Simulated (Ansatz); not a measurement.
A 2-atom cell of AlP started from a crystallographic database, relaxed with r2SCAN, was run in Ansatz 0.2.0 under altered settings. All numbers are computed, without spin polarisation but where a row says otherwise.

```
Al P
1.0
     0.00000    2.73926    2.73926
     2.73926    0.00000    2.73926
     2.73926    2.73926    0.00000
Al P
1 1
Direct
  0.00000 0.00000 0.00000
  0.25000 0.25000 0.25000
```

The base run's other keys:
```yaml
kpoints:
  mp_grid: { grid: [4, 4, 4] }
hamiltonian:
  xc: hse06
scf:
  occupations: { method: fixed }
  n_extra_bands: 4
```

It takes 9 iterations with 821 plane waves at 420 eV and 8 k points, and leaves a mean stress of +0.23 GPa. The gap over this mesh is 2.292 eV.

Outcomes, with energy and stress as changes against the base:

| setting | outcome | ΔF (meV/atom) | Δ mean stress (GPa) | gap on the mesh (eV) | iterations |
| --- | --- | --- | --- | --- | --- |
| PBE hybrid, exx coeff 0.75, omega 0.5 1/Å | converged | – | -1.2 | 2.530 | 13 |
| scf.exx.max_outer_iter: 2 | converged | 0.0 | 0.0 | 2.293 | 13 |
| PBE hybrid, exx coeff 1.0, omega 0.1 1/Å | converged | – | -4.2 | 5.960 | 14 |
| scf.occupations: cold 0.5 | converged | 0.0 | 0.0 | 2.293 | 13 |
| scf.occupations: methfessel_paxton 0.001 | converged | 0.0 | 0.0 | 2.292 | 9 |

A dash marks a value that wasn't obtained or can't be compared. Stress is positive in compression.

- PBE hybrid, exx coeff 0.75, omega 0.5 1/Å. That is 75 % exact exchange, screened with ω = 0.5 1/Å, against HSE06's 25 % screened at 0.208 1/Å. The mean stress moves by -1.2 GPa and the gap on the mesh by +0.237 eV (to 2.530). Totals of different functionals aren't comparable.
- PBE hybrid, exx coeff 1.0, omega 0.1 1/Å. That is 100 % exact exchange, screened with ω = 0.1 1/Å, against HSE06's 25 % screened at 0.208 1/Å. The mean stress moves by -4.2 GPa and the gap on the mesh by +3.667 eV (to 5.960). Totals of different functionals aren't comparable. The program warns that on this mesh the truncation of the exchange isn't bounded, so part of the change can be an error of the mesh.

Within 1 meV an atom, 0.1 GPa and 0.005 eV of the base stay: scf.exx.max_outer_iter: 2; scf.occupations: cold 0.5; scf.occupations: methfessel_paxton 0.001.

The program warns that its thresholds are loose for a hybrid's stress.

The meshes of the hybrids are coarse, so their gaps aren't converged to the digits shown.
